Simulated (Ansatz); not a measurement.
Crystal: ZnCu2SnS4.

```
Sn Zn Cu S
1.0
    -2.71710    2.71710    5.42480
     2.71710   -2.71710    5.42480
     2.71710    2.71710   -5.42480
Sn Zn Cu S
1 1 2 4
Direct
  0.50000 0.50000 0.00000
  0.25000 0.75000 0.50000
  0.75000 0.25000 0.50000
  0.00000 0.00000 0.00000
  0.62799 0.62839 0.51280
  0.88481 0.37201 0.00040
  0.11559 0.11519 0.48720
  0.37161 0.88441 0.99960
```

Base run:

| Item | Value |
| --- | --- |
| Program | Ansatz 0.2.0 |
| Functional | PBEsol |
| Potentials or basis | all-electron LAPW, scalar-relativistic |
| Cutoff | 284 eV (chosen from the basis error) |
| Basis error allowed | 0.001 eV/atom |
| k mesh | 7 × 7 × 7 |
| Occupations | fermi-dirac, width 0.05 eV |
| Spin | no spin polarisation |

Its results: band gap on the k mesh 0.23 eV, direct; pressure -1.7 GPa; largest force 0.659 eV/Å.

Problem. After a change of settings the same cell gave: band gap on the k mesh 0.19 eV, direct; pressure -4.1 GPa; largest force 0.683 eV/Å. Which change was it?
A. functional from PBEsol to LDA; basis error allowed from 0.001 eV/atom to 0.002 eV/atom
B. basis error allowed from 0.001 eV/atom to 0.002 eV/atom
C. functional from PBEsol to PBE; basis error allowed from 0.001 eV/atom to 0.002 eV/atom

Solution. A.

Caveats: spin-orbit coupling is left out, which moves the levels of the heavy elements.
